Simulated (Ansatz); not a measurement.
Runs of Ansatz 0.2.0 on SnTe. Symmetry: F-43m, No. 216, cubic system. The conventional cell has a = 7.222 Å, b = 7.222 Å, c = 7.222 Å, α = 90.00°, β = 90.00°, γ = 90.00°. Te (site symmetry -43m) is surrounded by 4 Sn at 3.13 Å. Sn (site symmetry -43m) is surrounded by 4 Te at 3.13 Å. Measurements of this composition are mostly on another form, of space group No. 225.

| task | level | potentials or basis | k mesh | cutoff (eV) | smearing | basis error allowed | mesh quality | gap on the mesh (eV) | pressure (GPa) | V0 of scaled cells (Å³/atom) | B0 (GPa) |
| --- | --- | --- | --- | --- | --- | --- | --- | --- | --- | --- | --- |
| equation of state | PBEsol | all-electron LAPW, scalar-relativistic | 7 × 7 × 7 | - | fermi-dirac 0.05 eV | 0.0005 eV/atom | not flagged | - | - | 44.44 | 27 |
| single point | HSE06 | all-electron PAW datasets made for the crystal | 4 × 4 × 4 | 270 | fermi-dirac 0.05 eV | - | not flagged | 0.38 | - | - | - |
| equation of state | PBEsol | all-electron LAPW, scalar-relativistic | 7 × 7 × 7 | - | fermi-dirac 0.05 eV | 0.001 eV/atom | not flagged | - | - | 44.44 | 26 |
| phonons | PBEsol | all-electron LAPW, scalar-relativistic | 7 × 7 × 7 | 205 | fermi-dirac 0.05 eV | 0.001 eV/atom | not flagged | 0.29 | - | - | - |
| band structure | LDA | all-electron LAPW, scalar-relativistic | 7 × 7 × 7 | 189 | fermi-dirac 0.05 eV | 0.001 eV/atom | not flagged | - | (c) | - | - |
| band structure | PBEsol | all-electron LAPW, non-relativistic | 7 × 7 × 7 | 188 | fermi-dirac 0.05 eV | 0.001 eV/atom | not flagged | - | (a) | - | - |
| single point | PBE0 | all-electron PAW datasets made for the crystal | 6 × 6 × 6 | 270 | fermi-dirac 0.05 eV | - | not flagged | 1.18 | - | - | - |
| density of states | PBEsol | all-electron PAW datasets made for the crystal | 7 × 7 × 7 | 240 | fermi-dirac 0.05 eV | - | not flagged | 0.29 | -1.4 | - | - |
| single point | PBEsol | all-electron LAPW, scalar-relativistic | 7 × 7 × 7 | 189 | fermi-dirac 0.05 eV | 0.001 eV/atom | not flagged | 0.29 | -1.4 | - | - |
| band structure | PBEsol | all-electron LAPW, inner shells corrected to Dirac's equation | 7 × 7 × 7 | 189 | fermi-dirac 0.05 eV | 0.001 eV/atom | not flagged | 0.29 | -1.4 | - | - |
| single point | PBEsol | all-electron PAW datasets made for the crystal | 6 × 6 × 6 | 240 | fermi-dirac 0.05 eV | - | not flagged | (b) | -1.4 | - | - |
| single point | PBEsol | all-electron LAPW, scalar-relativistic | 4 × 4 × 4 | 189 | fermi-dirac 0.03 eV | 0.001 eV/atom | coarse | - | -1.7 | - | - |

Alike in all rows: no spin polarisation; cell as given.

Question: Estimate the missing entries.

Answer: (a) -0.7; (b) 0.23; (c) -2.2.

Caveats: some runs use coarse meshes; spin-orbit coupling is left out, which moves the levels of the heavy elements (some runs); an odd mesh through Γ misses points on the zone boundary, where band edges often lie (some runs); a metal's response needs a denser mesh (some runs); relativity is left out, which matters for the heavier elements (some runs); the program warned that the printed levels may be off, so bands, gaps and densities of states are rough (some runs); the mesh misses the band edges, which the band path finds closer together (some runs).

A k mesh can miss the band edges, and the runs leave out spin-orbit coupling on Sn, Te.

Not every run made on this cell is shown here.
